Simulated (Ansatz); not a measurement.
The system is Ge.

```xyz
2
Lattice="0.0000 2.8289 2.8289 2.8289 0.0000 2.8289 2.8289 2.8289 0.0000" Properties=species:S:1:pos:R:3 pbc="T T T"
Ge    4.2434    4.2434    4.2434
Ge    2.8289    2.8289    2.8289
```

| Quantity | Value |
| --- | --- |
| Program | Ansatz 0.2.0 |
| Task | relaxation of cell and atoms |
| Functional | BLYP |
| Potentials or basis | Ansatz PAW |
| Cutoff | 420 eV (not typed: the program's choice for these potentials) |
| k mesh | 8 × 8 × 8 |
| Occupations | fermi-dirac, width 0.05 eV |
| Spin | no spin polarisation |

At the start: volume 22.64 Å³/atom.

How do energy, volume and symmetry change on relaxing?

It ends after 5 steps and the volume is 25.45 Å³/atom (+12.4 %); space group Fd-3m (No. 227, to 0.05 Å).

The path:
| step | energy change (eV) | largest force (eV/Å) | volume (Å³) |
| --- | --- | --- | --- |
| 1 | 0.0000 | 0.0000 | 45.28 |
| 2 | -0.1060 | 0.0000 | 49.31 |
| 3 | -0.1133 | 0.0000 | 50.58 |
| 4 | -0.1135 | 0.0000 | 50.89 |
| 5 | -0.1148 | 0.0000 | 50.89 |

Final structure:
```
Ge
1.0
     0.00000    2.94131    2.94131
     2.94131    0.00000    2.94131
     2.94131    2.94131    0.00000
Ge
2
Direct
  0.75000 0.75000 0.75000
  0.50000 0.50000 0.50000
```

The cell as given is a measured one (22.64 Å³/atom); BLYP puts the equilibrium volume +12.4 % from it, thermal expansion not counted.

Caveat: the plane-wave basis is chosen anew once the cell has moved, so the energies of steps on either side of that aren't comparable; the volume moved by +12 % from the deposited cell, more than functionals usually miss; the PAW data sets come from PBE, with cores solved anew for the run's functional, which leaves a small shift of forces and pressure.
